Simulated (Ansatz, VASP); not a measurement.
## Fe: VASP beside Ansatz

```
Fe
1.0
     2.31119    0.00000    0.00000
     0.00000    2.31119    0.00000
     0.00000    0.00000   23.80000
Fe
1
Cartesian
  0.0000 0.0000 7.0001
```

Alike in both runs: functional PBE; k mesh 11 × 11 × 1; occupations fermi-dirac, width 0.05 eV; collinear spin.

|  | VASP | Ansatz |
| --- | --- | --- |
| version | VASP 6.6.1 | Ansatz 0.2.0 |
| potentials or method | VASP PAW PBE potentials, release 64 (Fe), cutoff 520 eV | all-electron LAPW, scalar-relativistic |
| task | single point | work function |

|  | VASP | Ansatz | Ansatz less VASP |
| --- | --- | --- | --- |
| gap on the k mesh at the Fermi level (eV) | none | none | - |
| net moment per atom (μB) | 2.73 | 2.74 | +0.005 |
| size of the moment on the site where the two differ most (μB) | 2.67 | 2.68 | +0.012 |

Site moments also hang on the region over which each program counts them. A gap of «none» marks a metal or a gap that the smearing closes. Ansatz ran all-electron here, so the differences hold the error of VASP's frozen core and of both bases.
